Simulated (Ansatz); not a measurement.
Ge:

```xyz
4
Lattice="0.0000 2.8857 5.1157 2.6305 0.0000 5.1157 2.6305 2.8857 0.0000" Properties=species:S:1:pos:R:3 pbc="T T T"
Ge    2.6305    4.1929    5.1157
Ge    2.6305    1.5786    5.1157
Ge    2.6305    2.8857    2.2318
Ge    2.6305    2.8857    7.9995
```

This isn't the form of Ge at room conditions, which is diamond.

Base run:

- Program: Ansatz 0.2.0
- Functional: LDA
- Potentials or basis: Ansatz PAW
- Cutoff: 420 eV (not typed: the program's choice for these potentials)
- k mesh: 7 × 7 × 7
- Occupations: fermi-dirac, width 0.05 eV
- Spin: no spin polarisation

Its results: band gap on the k mesh none (metal or under the smearing width); pressure -5.1 GPa; largest force 0.042 eV/Å.

**Question.** The run is repeated on the same cell with these changes: functional from LDA to r2SCAN; cutoff from 420 eV (not typed: the program's choice for these potentials) to 500 eV (not typed: the program's choice for these potentials). What comes out?

**Answer.** Band gap on the k mesh none (metal or under the smearing width); pressure -2.4 GPa; largest force 0.048 eV/Å.

Caveats: the PAW data sets come from PBE, with cores solved anew for the run's functional, which leaves a small shift of forces and pressure.
